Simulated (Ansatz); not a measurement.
# ZrN: the cost of one run

Computed with Ansatz 0.2.0 (DFT r2SCAN, scalar-relativistic, plane waves, PAW, unless a step's input says otherwise).

The COD entry's cell or inner coordinates are ideal or old and differ from later refinements, so a difference from it is no clean test against experiment.

1 further run of the same task is left out (set aside as unsound or not needed).

### 1 The system as given

Symmetry: Fm-3m, No. 225, cubic system. The conventional cell has a = 4.586 Å, b = 4.586 Å, c = 4.586 Å, α = 90.00°, β = 90.00°, γ = 90.00°. Around Zr (site symmetry m-3m) lie 6 N at 2.29 Å. Around N (site symmetry m-3m) lie 6 Zr at 2.29 Å.

Coordinates:

```
Zr N
1.0
     0.00000    2.29309    2.29309
     2.29309    0.00000    2.29309
     2.29309    2.29309    0.00000
Zr N
1 1
Cartesian
  2.2931 2.2931 2.2931
  0.0000 0.0000 0.0000
```

It is the result of an earlier relaxation at this level (volume 12.06 Å³/atom; gap on the mesh: none (metal)).

### 2 Tight relaxation for the response runs, with the smearing for a metal

The response runs start from a cell at rest, found with their own mesh and filling of the bands.

The input, input.yaml:

```yaml
crystal:
  lattice:
    - [0.0, 2.2930877098, 2.2930877098]
    - [2.2930877098, 0.0, 2.2930877098]
    - [2.2930877098, 2.2930877098, 0.0]
  atoms:
    - { symbol: Zr, position: [0.5, 0.5, 0.5] }
    - { symbol: "N", position: [0.0, 0.0, 0.0] }
basis:
  ecutwfc: 500
kpoints:
  mp_grid: { grid: [16, 16, 16] }
hamiltonian:
  xc: r2scan
scf:
  occupations: { method: fermi_dirac, width: 0.15 }
output:
  forces: true
  stress: true
  eigenvalues: true
relax:
  adjacent_minimum: "off"
  f_tol: 0.001
  max_steps: 60
  cell: { stress_tol: 0.01 }
```

Run with:

```console
$ ansatz run input.yaml --threads 1 --pin off --max-ram 2560MiB --backend cpu --events-out ev --progress --plain --runs-dir out
```

**Question.** How long does this run take on 1 thread of Arm Neoverse V2, shared host, and how much memory does it need?

About 21 s, with a peak of 0.41 GiB.
